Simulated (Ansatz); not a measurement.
AlRu: energy along a strain

AlRu, Pm-3m, a = 2.992 Å (as given, not relaxed at this level: -3.2 GPa). The structure is a COD entry; whether it is the stable form wasn't checked. Ansatz: PBEsol, PAW, 420 eV, Γ-centred 16×16×16 mesh on 2 atoms, Gaussian smearing 0.15 eV; no spin polarisation. Cell vectors (Å): 2.992 0.000 0.000; 0.000 2.992 0.000; 0.000 0.000 2.992. The cell is strained by x per cent times the pattern (1 0 0 0 0 0) in the order xx yy zz yz xz xy (engineering shears), with fractional coordinates held. y is the free energy over the start, V0 = 13.387 Å³/atom.

| x (%) | y (meV/atom) |
| --- | --- |
| -4.00 | ? |
| -3.00 | 4.76 |
| -2.00 | 0.17 |
| -1.00 | -1.34 |
| 0.00 | 0.00 |
| 1.00 | 4.00 |
| 2.00 | 10.46 |
| 3.00 | 19.22 |
| 3.50 | 24.42 |
| 4.00 | 30.12 |

Task: Fit y = c1 x + c2 x² + c3 x³ to the other rows, get the stiffness along the pattern, and predict the missing energy.

Result: Least squares on the rows shown. y = 2.6928 x + 1.3324 x² − 0.030925 x³. The clamped-ion stiffness p·C·p = 2 × 13.32 eV × 160.2 / 13.387 Å³ = 319 GPa, which is C11 in these axes (second derivative at the start, which stands under stress). At x = -4.00 the fit asked for gives 12.53 meV/atom. The run gave 12.66 meV/atom, so the fit is 0.13 meV/atom too low, a small miss on the scale of the series.

The energy falls on slight compression along x and rises at once on extension, so the starting cell is stretched relative to its preferred size at this level. The minimum near -1.00 % belongs to a path with the lateral axes fixed and doesn't give the equilibrium lattice constant. The negative cubic term is ordinary anharmonicity: short-range repulsion steepens the compressed side, while bonding weakens as the atoms separate. A relaxed, smaller cell would therefore probably be stiffer than 319 GPa. The large stiffness fits the strong hybridisation of Ru d with Al sp states expected in this intermetallic. Holding the fractional coordinates costs nothing here, because both atoms remain on inversion centres under this strain; the clamped-ion value is also the relaxed-ion one. The small underestimate at -4.00 % lies outside the fitted range and suggests a higher-order repulsive contribution, though slight numerical changes with cell shape could also matter. C11 alone doesn't establish mechanical stability, which also depends on the resistance to tetragonal and pure shear.
